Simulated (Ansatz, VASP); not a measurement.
This is a calculation of V for VASP 6.6.1.

Contents of INCAR:

```
PREC = Accurate
ENCUT = 520
EDIFF = 1E-6
ISMEAR = -1
SIGMA = 0.05
LREAL = False
LASPH = True
NELM = 150
ALGO = Normal
ISIF = 2
LWAVE = False
LCHARG = False
ISPIN = 2
MAGMOM = 2 2
LORBIT = 11
LMAXMIX = 4
GGA = PE
NBANDS = 24
```

KPOINTS

```
regular mesh
0
Gamma
  12 12 6
```

File POSCAR:

```
V
1.0
    2.6553716605      0.0000000000      0.0000000000
   -1.3276858302      2.2996193144      0.0000000000
    0.0000000000      0.0000000000      4.8159739502
V
2
Direct
    0.3333333333      0.6666666667      0.2500000000
    0.6666666667      0.3333333333      0.7500000000
```

Potentials or basis: VASP PAW PBE potentials, release 64 (V_sv).

Run with:

```bash
$ cat potpaw_PBE.64/V_sv/POTCAR > POTCAR
$ mpirun -np 1 vasp_std > vasp.out
```

Question: Set up the same calculation for Ansatz 0.2.0. Potentials there: all-electron LAPW, scalar-relativistic.

Answer: As run (the cutoff follows the program's own potentials):

File input.yaml:

```yaml
crystal:
  lattice:
    - [2.6553716605, 0.0, 0.0]
    - [-1.3276858302, 2.2996193144, 0.0]
    - [0.0, 0.0, 4.8159739502]
  atoms:
    - { symbol: V, position: [0.3333333333, 0.6666666667, 0.25], spin: 2.0 }
    - { symbol: V, position: [0.6666666667, 0.3333333333, 0.75], spin: 2.0 }
kpoints:
  mp_grid: { grid: [12, 12, 6] }
scf:
  occupations: { method: fermi_dirac, width: 0.05 }
hamiltonian:
  xc: pbe
  pseudopotentials: { kind: all_electron, lapw: { basis_error: 0.0005 } }
magnetization:
  spin_polarized: true
output:
  forces: true
  stress: true
  eigenvalues: true
```

Potentials or basis: all-electron LAPW, scalar-relativistic.

Run with:

```sh
$ ansatz run input.yaml --threads 2 --pin off --max-ram 6144MiB --backend cpu --events-out ev --progress --plain --runs-dir out
```

Both were run:

|  | VASP | Ansatz | Ansatz less VASP |
| --- | --- | --- | --- |
| gap on the k mesh at the Fermi level (eV) | none | none | - |
| pressure (GPa) | -9.2 | -9.4 | -0.21 |
| largest component of the traceless stress (GPa) | 0.53 | 0.51 | -0.023 |
| net moment per atom (μB) | 0.00 | 0.00 | 0.000 |

A gap of «none» marks a metal or a gap that the smearing closes. Ansatz ran all-electron here, so the differences hold the error of VASP's frozen core and of both bases.

Caveats: the starting moments weren't kept (Ansatz).
